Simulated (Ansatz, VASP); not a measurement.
**CdS (Hawleyite): VASP beside Ansatz**

Contents of INCAR:

```
PREC = Accurate
ENCUT = 600
EDIFF = 1E-7
ISMEAR = 0
SIGMA = 0.02
LREAL = F
LASPH = T
NELM = 100
ALGO = Normal
ISIF = 3
LWAVE = F
LCHARG = F
GGA = PS
IBRION = 2
NSW = 100
EDIFFG = -0.005
```

The input KPOINTS:

```
Automatic mesh
0
Gamma
  8 8 8
```

File POSCAR:

```
CdS
1.0
    0.0000000000      2.9165000000      2.9165000000
    2.9165000000      0.0000000000      2.9165000000
    2.9165000000      2.9165000000      0.0000000000
Cd S
1 1
Direct
    0.0000000000      0.0000000000      0.0000000000
    0.2500000000      0.2500000000      0.2500000000
```

Input for Ansatz:

```yaml
crystal:
  lattice:
    - [0.0, 2.9165, 2.9165]
    - [2.9165, 0.0, 2.9165]
    - [2.9165, 2.9165, 0.0]
  atoms:
    - { symbol: Cd, position: [0.0, 0.0, 0.0] }
    - { symbol: S, position: [0.25, 0.25, 0.25] }
basis:
  ecutwfc: 420
kpoints:
  mp_grid: { grid: [8, 8, 8] }
hamiltonian:
  xc: pbesol
scf:
  occupations: { method: gaussian, width: 0.02 }
output:
  forces: true
  stress: true
  eigenvalues: true
  write_density: true
  write_potential: true
  elf: true
  volumetric_format: npy
relax:
  adjacent_minimum: "off"
  f_tol: 0.005
  max_steps: 80
  cell: { stress_tol: 0.05 }
```

Alike in both runs: task relaxation of cell and atoms; functional PBEsol; k mesh 8 × 8 × 8; occupations gaussian, width 0.02 eV; no spin polarisation.

|  | VASP | Ansatz |
| --- | --- | --- |
| version | VASP 6.6.1 | Ansatz 0.2.0 |
| potentials or method | VASP PAW PBE potentials, release 64 (Cd, S) | scalar-relativistic, plane waves, PAW |
| plane-wave cutoff (eV) | 600 | 420 |
| valence electrons in the cell | 18 | 26 |

|  | VASP | Ansatz | Ansatz less VASP |
| --- | --- | --- | --- |
| gap on the k mesh at the Fermi level, each at its own relaxed structure (eV) | 1.01 | 1.01 | +0.006 |
| relaxed volume (Å³/atom) | 24.84 | 24.70 | -0.142 |
| relaxed cell length with the largest relative difference (Å) | 4.126 | 4.119 | -0.0079 |

The two sets of potentials don't hold the same shells in valence.

Caveats: the PAW data sets were made with another functional, which shifts forces and pressure a little (VASP). As with any semilocal functional, this PBEsol gap is likely too small.
